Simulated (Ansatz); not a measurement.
# MoGe2N4 monolayer in a perpendicular field

What dipole does a perpendicular field induce in the MoGe2N4 monolayer, and does the gap follow? A positive field points along +c.

Method: plane-wave DFT, PBE-D3(BJ), Ansatz PAW, in Ansatz 0.2.0.

**1. The starting structure**

The cell holds 7 atoms: 4 N, 2 Ge and 1 Mo. Cell: a = 3.020 Å, b = 3.020 Å, c = 45.209 Å, α = 90.0°, β = 90.0°, γ = 120.0°. Vacuum lies along c.

As a file:

```cif
data_structure
_symmetry_space_group_name_H-M 'P 1'
_symmetry_Int_Tables_number 1
_cell_length_a 3.0200
_cell_length_b 3.0200
_cell_length_c 45.2091
_cell_angle_alpha 90.000
_cell_angle_beta 90.000
_cell_angle_gamma 120.000
_cell_volume 357.08
loop_
_atom_site_label
_atom_site_type_symbol
_atom_site_fract_x
_atom_site_fract_y
_atom_site_fract_z
_atom_site_occupancy
N1 N 0.00000 0.00000 0.42138 1
Ge2 Ge 0.33333 0.66667 0.43438 1
N3 N 0.33333 0.66667 0.47508 1
Mo4 Mo 0.00000 0.00000 0.50000 1
N5 N 0.33333 0.66667 0.52492 1
Ge6 Ge 0.33333 0.66667 0.56562 1
N7 N 0.00000 0.00000 0.57862 1
```

**2. Relaxing the slab**

The starting cell is a guess, so the in-plane lattice and the atoms are relaxed first, with the slab cut off from its images along the normal.

Contents of input.yaml:

```yaml
crystal:
  lattice:
    - [3.02, 0.0, 0.0]
    - [-1.51, 2.6153967194, 0.0]
    - [0.0, 0.0, 45.209096681]
  atoms:
    - { symbol: "N", position: [0.0, 0.0, 0.4213753735] }
    - { symbol: Ge, position: [0.3333333333, 0.6666666667, 0.4343763881] }
    - { symbol: "N", position: [0.3333333333, 0.6666666667, 0.4750761617] }
    - { symbol: Mo, position: [0.0, 0.0, 0.5] }
    - { symbol: "N", position: [0.3333333333, 0.6666666667, 0.5249238383] }
    - { symbol: Ge, position: [0.3333333333, 0.6666666667, 0.5656236119] }
    - { symbol: "N", position: [0.0, 0.0, 0.5786246265] }
  periodic: [true, true, false]
kpoints:
  mp_grid: { grid: [12, 12, 1] }
hamiltonian:
  xc: pbe
  dispersion: d3bj
scf:
  occupations: { method: fermi_dirac, width: 0.05 }
  convergence: { dr2_threshold: 1.0e-09 }
relax:
  f_tol: 0.004
  max_steps: 90
  cell: {}
output:
  write_potential: true
  write_density: true
  volumetric_format: npy
```

Started as:

```
> ansatz run input.yaml --threads 2 --pin off --max-ram 3072MiB --backend cpu --events-out ev --progress --plain --runs-dir out
```

Numbers of over 12 decimals in the logs are rounded to 6 here.

Log:

```text
Warning: relax.cell: scf.convergence.dr2_threshold = 1e-9 eV is looser than the 2.39135404493e-10 eV advised for a relaxation that steers and ends on the stress (1e-10 eV for each atom of the cell: 7, times the square of relax.cell.stress_2d_tol = 0.05 N/m over 17.1 Å (the atoms' height at the walk's start and 5 Å past either face), 2.922e-2 GPa, over a crystal's default 0.05). What an SCF threshold leaves in a stress goes as its square root, and in the free energy as the threshold itself, and one threshold admits the most on a small cell: [figures from the program's tests cut] Set scf.convergence.dr2_threshold to 2.39135404493e-10 eV or tighter. [rest of the remark cut]
Engine: ansatz 0.2.0, aarch64-unknown-linux-gnu
Pseudopotentials: kind: paw
Pseudopotential: N, paw, valence charge 5, recommended cutoff 420 eV (normal), N.paw.azcp
Pseudopotential: Ge, paw, valence charge 14, recommended cutoff 420 eV (normal), Ge.paw.azcp
Pseudopotential: Mo, paw, valence charge 14, recommended cutoff 420 eV (normal), Mo.paw.azcp
Functional definition: PBE
  parameter kappa = 0.804
  parameter beta = 0.066725
  exchange = pbe_x(kappa = kappa, mu = beta*pi^2/3)
  correlation = pbe_c(beta = beta)
Crystal: 7 atoms, lattice volume = 357.084 Å³
Basis set: ecut = 420 eV, 6859 PW (Γ), exchange–correlation on 48×48×640 points (8 copies of the dense FFT grid, shifted against one another)
Bands: 38, of which v1, the nominal top of the filled ones, is band 31 counted from 1 (30 counted from 0)
Symmetry: 12 space group operations
Space group: P-6m2 (ITA 187), of the structure as read, at distance tolerance 7.1e-5 Å
k-points: 19 of 144 (time reversal used)
Non-local potential: N, projectors of the file, l = 0: 2, l = 1: 2, l = 2: 1
Non-local potential: Ge, projectors of the file, l = 0: 2, l = 1: 2, l = 2: 3, l = 3: 1
Non-local potential: Mo, projectors of the file, l = 0: 3, l = 1: 2, l = 2: 2, l = 3: 1
PAW form: soft (Blöchl's): semilocal exchange-correlation on the pseudo side does not see the compensation charge
PAW one-centre angular grid: N, 110 points (default); XC on 64 Gauss nodes
PAW one-centre angular grid: Ge, 590 points (default); XC on 64 Gauss nodes
PAW one-centre angular grid: Mo, 590 points (default); XC on 64 Gauss nodes
Initial density: superposition of atomic densities (neutral atoms: chi_scale 0, normalization atom), corrected by the library's trained network
Initial wavefunctions: pseudopotential atomic-orbital guess
Functional: x = pbe(κ = 0.804, μ = 0.219515), c = pbe(β = 0.066725)
SCF iter   1: F=—  HF=-15084.774214 eV  |F-HF|=—  |Δ(HF+E_count)|=         —  Δρ=3.19e-3  dr2=3.76e-2  ethr=1.77e-3  ⟨swp⟩=13.0  Hψ=4846  notcnv=0  defer=3
preconditioner: auto → Resta (q_TF=auto, 2.038 Å⁻¹)  ε∞=1.6  [insulator: Δε(μ)=0.577 eV  Ē_g=17.966 eV  σ=0.050 eV  W_gap=0.99  n_scr=28 (ndim 8)  ℏωp=14.4 eV  f_vac=0.772  D(μ)=0.01/eV (n_scr^D=0)  ε∞_Penn≈1.6  vacuum switching on, ρ_ref=2.3e-2 e/Å³]
SCF iter   2: F=—  HF=-15084.779213 eV  |F-HF|=—  |Δ(HF+E_count)|=   5.00e-3  Δρ=2.33e-3  dr2=2.99e-2  ethr=6.07e-5  ⟨swp⟩=3.9  Hψ=2167  notcnv=0  defer=31
SCF iter   3: F=—  HF=-15084.775254 eV  |F-HF|=—  |Δ(HF+E_count)|=   3.96e-3  Δρ=1.17e-3  dr2=1.91e-3  ethr=4.82e-5  ⟨swp⟩=2.9  Hψ=1206  notcnv=0  defer=31
SCF iter   4: F=—  HF=-15084.776714 eV  |F-HF|=—  |Δ(HF+E_count)|=   1.46e-3  Δρ=3.52e-4  dr2=1.80e-4  ethr=3.08e-6  ⟨swp⟩=3.8  Hψ=1732  notcnv=0  defer=31
SCF iter   5: F=—  HF=-15084.776868 eV  |F-HF|=—  |Δ(HF+E_count)|=   1.53e-4  Δρ=1.18e-4  dr2=4.51e-5  ethr=2.90e-7  ⟨swp⟩=3.5  Hψ=1768  notcnv=0  defer=31
SCF iter   6: F=—  HF=-15084.776915 eV  |F-HF|=—  |Δ(HF+E_count)|=   4.73e-5  Δρ=4.02e-5  dr2=4.51e-6  ethr=7.28e-8  ⟨swp⟩=2.9  Hψ=1262  notcnv=0  defer=31
SCF iter   7: F=—  HF=-15084.776991 eV  |F-HF|=—  |Δ(HF+E_count)|=   7.64e-5  Δρ=1.58e-5  dr2=4.22e-7  ethr=7.27e-9  ⟨swp⟩=3.4  Hψ=1507  notcnv=0  defer=31
SCF iter   8: F=—  HF=-15084.776992 eV  |F-HF|=—  |Δ(HF+E_count)|=   3.83e-7  Δρ=4.36e-6  dr2=3.59e-8  ethr=6.81e-10  ⟨swp⟩=4.0  Hψ=1684  notcnv=0  defer=31
SCF iter   9: F=—  HF=-15084.776992 eV  |F-HF|=—  |Δ(HF+E_count)|=   6.01e-8  Δρ=1.13e-6  dr2=2.09e-9  ethr=5.80e-11  ⟨swp⟩=3.3  Hψ=1518  notcnv=0  defer=31
SCF iter  10: F=-15084.776992 eV  HF=-15084.776992 eV  |F-HF|=2.47e-10  |Δ(HF+E_count)|=   1.26e-8  Δρ=2.97e-7  dr2=1.53e-10  ethr=1.61e-12  ⟨swp⟩=13.4  Hψ=6180  notcnv=0
SCF 1 converged in 10 iterations: F = -15084.776992 eV  dr2 = 1.53e-10
  greatest PAW one-centre occupation: 0.999 electrons in one spin orbital (limit 2), on the Ge atom at site 5 (counted from 0), in its partial waves of l = 2
relax step   1: F+E_penalty+E_count = -15084.77699174 eV  Δ(F+E_penalty+E_count) = +0.000e0 eV  max|allowed force component| = 1.458e0 eV/Å  Δτ_max = 0.0000 Å  P = +0.391 N/m  Ω = 357.084 Å³  fix = [c, alpha, beta]  reactions: c +0.000 N/m  (10 SCF iters, accepted)
Crystal: 7 atoms, lattice volume = 348.067 Å³
Basis set: ecut = 420 eV, 6631 PW (Γ), exchange–correlation on 48×48×640 points (8 copies of the dense FFT grid, shifted against one another)
Initial density: handed on by an earlier stage of this run
Initial wavefunctions: those handed on with the density
iter 1 solved again at ethr=7.91e-4 eV; its pass at ethr=3.10e-3 eV (dr2=4.90e-1 eV) is discarded
SCF iter   1: F=—  HF=-15085.136789 eV  |F-HF|=—  |Δ(HF+E_count)|=         —  Δρ=1.57e-2  dr2=4.92e-1  ethr=7.91e-4  ⟨swp⟩=2.3  Hψ=5602  notcnv=0
preconditioner: auto → Resta (q_TF=auto, 2.047 Å⁻¹)  ε∞=1.7  [insulator: Δε(μ)=1.566 eV  Ē_g=17.820 eV  σ=0.050 eV  W_gap=1.00  n_scr=28 (ndim 8)  ℏωp=14.6 eV  f_vac=0.762  D(μ)=0.00/eV (n_scr^D=0)  ε∞_Penn≈1.7  vacuum switching on, ρ_ref=2.3e-2 e/Å³]
SCF iter   2: F=—  HF=-15085.043529 eV  |F-HF|=—  |Δ(HF+E_count)|=   9.33e-2  Δρ=7.60e-3  dr2=1.58e-1  ethr=7.91e-4  ⟨swp⟩=4.0  Hψ=1518  notcnv=0  defer=3
SCF iter   3: F=—  HF=-15085.053288 eV  |F-HF|=—  |Δ(HF+E_count)|=   9.76e-3  Δρ=5.96e-3  dr2=2.16e-1  ethr=2.54e-4  ⟨swp⟩=4.9  Hψ=1641  notcnv=0  defer=34
SCF iter   4: F=—  HF=-15085.023578 eV  |F-HF|=—  |Δ(HF+E_count)|=   2.97e-2  Δρ=1.32e-3  dr2=2.33e-3  ethr=2.54e-4  ⟨swp⟩=3.7  Hψ=1251  notcnv=0  defer=34
SCF iter   5: F=—  HF=-15085.024354 eV  |F-HF|=—  |Δ(HF+E_count)|=   7.76e-4  Δρ=3.06e-4  dr2=1.99e-4  ethr=3.75e-6  ⟨swp⟩=3.3  Hψ=1685  notcnv=0  defer=34
SCF iter   6: F=—  HF=-15085.024364 eV  |F-HF|=—  |Δ(HF+E_count)|=   9.86e-6  Δρ=1.42e-4  dr2=9.82e-5  ethr=3.21e-7  ⟨swp⟩=3.7  Hψ=1727  notcnv=0  defer=34
SCF iter   7: F=—  HF=-15085.024353 eV  |F-HF|=—  |Δ(HF+E_count)|=   1.10e-5  Δρ=4.27e-5  dr2=7.22e-6  ethr=1.58e-7  ⟨swp⟩=3.2  Hψ=1468  notcnv=0  defer=34
[...]
SCF iter   9: F=—  HF=-15085.048080 eV  |F-HF|=—  |Δ(HF+E_count)|=   1.81e-8  Δρ=6.91e-7  dr2=1.10e-9  ethr=4.61e-11  ⟨swp⟩=3.5  Hψ=1603  notcnv=0  defer=2
SCF iter  10: F=-15085.048080 eV  HF=-15085.048080 eV  |F-HF|=1.46e-10  |Δ(HF+E_count)|=  9.00e-10  Δρ=1.51e-7  dr2=6.51e-11  ethr=1.61e-12  ⟨swp⟩=12.1  Hψ=5932  notcnv=0
SCF 3 converged in 10 iterations: F = -15085.048080 eV  dr2 = 6.51e-11
relax step   3: F+E_penalty+E_count = -15085.04808001 eV  Δ(F+E_penalty+E_count) = -2.366e-2 eV  max|allowed force component| = 2.703e-1 eV/Å  Δτ_max = 0.0328 Å  P = +0.845 N/m  Ω = 350.876 Å³  energy of the carried Pulay correction = +4.130e-3 eV  fix = [c, alpha, beta]  reactions: c +0.000 N/m  (10 SCF iters, accepted)
[...]
relax step   4: F+E_penalty+E_count = -15085.05032660 eV  Δ(F+E_penalty+E_count) = -2.247e-3 eV  max|allowed force component| = 1.061e-1 eV/Å  Δτ_max = 0.0193 Å  P = +0.049 N/m  Ω = 351.505 Å³  energy of the carried Pulay correction = +3.709e-3 eV  fix = [c, alpha, beta]  reactions: c +0.000 N/m  (10 SCF iters, accepted)
[...]
relax step   5: F+E_penalty+E_count = -15085.05054307 eV  Δ(F+E_penalty+E_count) = -2.165e-4 eV  max|allowed force component| = 2.335e-2 eV/Å  Δτ_max = 0.0092 Å  P = -0.378 N/m  Ω = 352.106 Å³  energy of the carried Pulay correction = +3.306e-3 eV  fix = [c, alpha, beta]  reactions: c -0.000 N/m  (9 SCF iters, accepted)
[...]
relax step   6: F+E_penalty+E_count = -15085.05092649 eV  Δ(F+E_penalty+E_count) = -3.834e-4 eV  max|allowed force component| = 1.114e-3 eV/Å  Δτ_max = 0.0006 Å  P = -0.010 N/m  Ω = 351.713 Å³  energy of the carried Pulay correction = +3.569e-3 eV  fix = [c, alpha, beta]  reactions: c -0.000 N/m  (7 SCF iters, accepted)
[...]
relax step   7: F+E_penalty+E_count = -15085.04765125 eV  Δ(F+E_penalty+E_count) = +3.275e-3 eV  max|allowed force component| = 1.094e-3 eV/Å  Δτ_max = 0.0000 Å  P = -0.084 N/m  Ω = 351.713 Å³  fix = [c, alpha, beta]  reactions: c -0.000 N/m  stress off target by 8.43e-2 N/m on what of the cell is left free  SCF on the basis re-selected at this cell (its energy is not comparable with the rows above)  (6 SCF iters)
[...]
relax step   8: F+E_penalty+E_count = -15085.04772345 eV  Δ(F+E_penalty+E_count) = -7.220e-5 eV  max|allowed force component| = 1.907e-4 eV/Å  Δτ_max = 0.0002 Å  P = +0.000 N/m  Ω = 351.615 Å³  energy of the carried Pulay correction = +6.641e-5 eV  fix = [c, alpha, beta]  reactions: c +0.000 N/m  (6 SCF iters, accepted)
iter 1 solved again at ethr=7.41e-8 eV; its pass at ethr=3.10e-3 eV (dr2=4.59e-5 eV) is discarded
SCF iter   1: F=—  HF=-15085.047513 eV  |F-HF|=—  |Δ(HF+E_count)|=         —  Δρ=1.60e-6  dr2=2.94e-9  ethr=7.41e-8  ⟨swp⟩=7.4  Hψ=9257  notcnv=0
eigensolver tolerance schedule: the retry pair's looser diagonalisation over-reported the residual by 15598.94 of it (diagonalisation noise at 0.59 of the residual, at the tolerance the schedule requests for it); recorded, not acted on — ethr = c·dr2/N_el stays at c = 1.0e-1
SCF iter   2: F=—  HF=-15085.047610 eV  |F-HF|=—  |Δ(HF+E_count)|=   9.62e-5  Δρ=9.19e-7  dr2=6.46e-9  ethr=4.75e-12  ⟨swp⟩=6.8  Hψ=3248  notcnv=0
SCF iter   3: F=-15085.047610 eV  HF=-15085.047610 eV  |F-HF|=6.51e-10  |Δ(HF+E_count)|=  7.06e-10  Δρ=5.93e-7  dr2=4.79e-10  ethr=1.61e-12  ⟨swp⟩=17.9  Hψ=7139  notcnv=0
SCF 9 converged in 3 iterations: F = -15085.047610 eV  dr2 = 4.79e-10
relax step   9: F+E_penalty+E_count = -15085.04760965 eV  Δ(F+E_penalty+E_count) = +1.138e-4 eV  max|allowed force component| = 1.752e-4 eV/Å  Δτ_max = 0.0000 Å  P = -0.001 N/m  Ω = 351.615 Å³  fix = [c, alpha, beta]  reactions: c -0.000 N/m  stress off target by 1.11e-3 N/m on what of the cell is left free  SCF on the basis re-selected at this cell (its energy is not comparable with the rows above)  (3 SCF iters)
basis re-selected at this cell: Δ(F+E_penalty+E_count) = +1.138e-4 eV, ΔP = -0.001 N/m vs the last step (what re-selecting the basis moved, of the pressure what is left beyond the Pulay correction that the steps carried, after the strain that the cell walked since its last selection, with what the two solves' SCF thresholds leave and, on support functions, any second-order correction that the steps lacked; it is no m [...]
WARN: The output density's exchange-correlation potential varies sharply where the density is thin. Do not read a vacuum level from v_tot or v_xc, or from such a field of the output density. On a cell that repeats whose density bears no net charge and no dipole along the vacuum's axis use v_es (v_loc + v_h of the components); under efield.dipole_correction with no amplitude use v_es + v_field, which holds any externa [...]
SCF converged after 3 iterations
Free energy (F): -15085.047610 eV
Harris-Foulkes:  -15085.047610 eV  (|F-HF|=6.51e-10)
Internal energy: -15085.047609 eV  (E = F + TS)
E sigma→0 (E₀):  -15085.047610 eV
Entropy (-TS):   -0.000000 eV (-0.000 meV/atom)
Fermi energy:    -5.028859 eV
--- Per-component energies (eV) ---
  E_band       = -1439.491811
  E_kinetic    = 1187.305269
  E_local      = -375377.936519  (includes V_loc(G=0)·N_el)
  E_nonlocal   = 1170.743633
  E_hartree    = 186551.201416
  E_xc         = -574.587724
  E_vxc        = -663.729767  (∫ρ·V_xc dr)
  E_paw        = -7757.290705  (= ΣΔE_a)
  E_vpaw       = -858.279109  (= ΣTr[D̂ρ^β])
  E_aug_tail   = 0.001083  (compensation charges beyond the density's cutoff)
  E_ewald      = 179717.225771
  E_disp       = -1.709835  (pairwise vdW)
  E_smearing   = -0.000000  (= −TS)
  E_closure    = 0.000000  (closes the sum)
  Σ components = -15085.047610   (vs F -15085.047610, Δ=0.00e0)
--- Forces (eV/Å), atoms counted from 1 ---
  atom   1  N     -0.00000000    -0.00000000    -0.00003796
  atom   2  Ge     0.00000000     0.00000000     0.00017516
  atom   3  N     -0.00000000    -0.00000000    -0.00010664
  atom   4  Mo    -0.00000000    -0.00000000     0.00000000
  atom   5  N     -0.00000000    -0.00000000     0.00010664
  atom   6  Ge     0.00000000     0.00000000    -0.00017516
  atom   7  N     -0.00000000    -0.00000000     0.00003796
  max |Σ_I F_I| component: 1.18e-15 eV/Å
--- 2D stress c σ (N/m, compression-positive) ---
       -0.001111       0.000000       0.000000
        0.000000      -0.001111       0.000000
        0.000000       0.000000       0.000000
  P = ½ c Tr σ = -0.0011 N/m
--- Band table (eV; the first three rows and the last of 19) ---
  k-point 0: bands = [... 27 lower, -8.1502, -8.1502, -7.5067, -5.7251, -3.4140, -3.3110, -2.8214, -2.8214, ... 3 higher]
  k-point 1: bands = [... 27 lower, -8.3992, -8.2735, -7.3661, -5.6739, -3.5205, -3.3115, -2.8087, -2.6348, ... 3 higher]
  k-point 2: bands = [... 27 lower, -8.6269, -8.5887, -7.4085, -5.9883, -3.5511, -3.2618, -2.9154, -2.1725, ... 3 higher]
  k-point 18: bands = [... 27 lower, -9.3205, -7.9143, -7.3696, -6.2574, -4.4422, -2.4002, -2.1035, -1.6448, ... 3 higher]
  the weakly bound empty levels are not read free of the cell's end (no_gap_told)
--- Relaxed structure (7 steps of the walk, 7 accepted, 2 SCFs on fresh bases) ---
  F+E_penalty+E_count = -15085.04760965 eV   max|allowed force component| = 1.752e-4 eV/Å   (the final SCF, on the basis selected at the relaxed cell)
  cell:  # Å, volume = 351.6148 Å³
    - [2.996783, 0.0, 0.0]
    - [-1.498392, 2.595290, 0.0]
    - [0.0, 0.0, 45.209096681]
  atoms:
    - { symbol: N, position: [1.057355261855499e-17, -5.1357255561990634e-17, 0.417551] }
    - { symbol: Ge, position: [0.333333, 0.666667, 0.431663] }
    - { symbol: N, position: [0.333333, 0.666667, 0.473145] }
    - { symbol: Mo, position: [1.0573552618554984e-17, -5.1357255561990634e-17, 0.500000] }
    - { symbol: N, position: [0.333333, 0.666667, 0.526855] }
    - { symbol: Ge, position: [0.333333, 0.666667, 0.568337] }
    - { symbol: N, position: [1.0573552618554984e-17, -5.1357255561990634e-17, 0.582449] }
```

It took 2.3 min on 2 threads of Arm Neoverse V1, shared host; peak memory 0.69 GiB.

Relaxation path:

```tsv
step	energy less that of the first step (eV)	largest force component (eV/Å)	volume (Å³)
1	0.0000	1.4578	357.08
2	-0.2474	0.7994	348.07
3	-0.2711	0.2703	350.88
4	-0.2733	0.1061	351.51
5	-0.2736	0.0234	352.11
6	-0.2739	0.0011	351.71
7*	-0.2707	0.0011	351.71
8	-0.2707	0.0002	351.61
9*	-0.2706	0.0002	351.61
```

Relaxation steps marked * repeat the geometry before them on a plane-wave basis chosen anew for their cell, so energy and pressure can jump there.

Forces are held to the 12 operations that the run works with; a distortion that breaks them can't arise in this run.

```tsv
cell as run	before	after	change
a (Å)	3.020	2.997	-0.8 %
b (Å)	3.020	2.997	-0.8 %
```

The atoms that moved most (Å, along periodic axes as changes of fractional coordinates times the final cell, across vacuum about the mean position):

```tsv
atom	dx	dy	dz	length
N1	0.000	0.000	-0.173	0.173
N7	0.000	0.000	0.173	0.173
Ge2	0.000	0.000	-0.123	0.123
Ge6	0.000	0.000	0.123	0.123
N5	0.000	0.000	0.087	0.087
N3	0.000	0.000	-0.087	0.087
```

Final coordinates:

```xyz
7
Lattice="2.9968 0.0000 0.0000 -1.4984 2.5953 0.0000 0.0000 0.0000 45.2091" Properties=species:S:1:pos:R:3
N     0.0000    0.0000   18.8771
Ge    0.0000    1.7302   19.5151
N     0.0000    1.7302   21.3904
Mo    0.0000    0.0000   22.6045
N     0.0000    1.7302   23.8187
Ge    0.0000    1.7302   25.6940
N     0.0000    0.0000   26.3320
```

The lattice constant a goes from 3.020 to 2.997 Å.

(Continued in part 2 of 2.)

[Logs are printed without paths, hosts, clocks, repeated set-up lines and the standing remarks that a program may print on its own settings, such as how far it seeks lower states.]

[Hosts, paths, dates, database ids (printed as entryN), source tags and the programs' standing remarks are cut or masked in the printed files.]

[Maps of the electrostatic potential energy from Ansatz leave out the sawtooth potential of an applied field or a dipole correction, so their vacuum need not be flat; planar profiles and work functions include it.]
